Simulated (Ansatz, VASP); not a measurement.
## Ni: VASP beside Ansatz

```
Ni
1.0
     2.76743    0.00000    0.00000
     0.00000    2.76743    0.00000
     0.00000    0.00000    2.76743
Ni
2
Cartesian
  0.0000 0.0000 0.0000
  1.3837 1.3837 1.3837
```

Alike in both runs: task single point; functional LDA; k mesh 11 × 11 × 11; occupations fermi-dirac, width 0.05 eV; collinear spin.

```csv
,VASP,Ansatz
version,VASP 6.6.1,Ansatz 0.2.0
potentials or method,"VASP PAW LDA potentials, release 64 (Ni), cutoff 520 eV","all-electron LAPW, scalar-relativistic"
```

Ansatz gave:

* pressure (GPa): -10.6
* net moment per atom (μB): 0.51
* size of the moment on the site where the two differ most (μB): 0.53

Task: Which values does VASP return?

Result: Pressure (GPa): -10.8; net moment per atom (μB): 0.45; size of the moment on the site where the two differ most (μB): 0.45.

Site moments also hang on the region over which each program counts them. Ansatz ran all-electron here, so the differences hold the error of VASP's frozen core and of both bases.
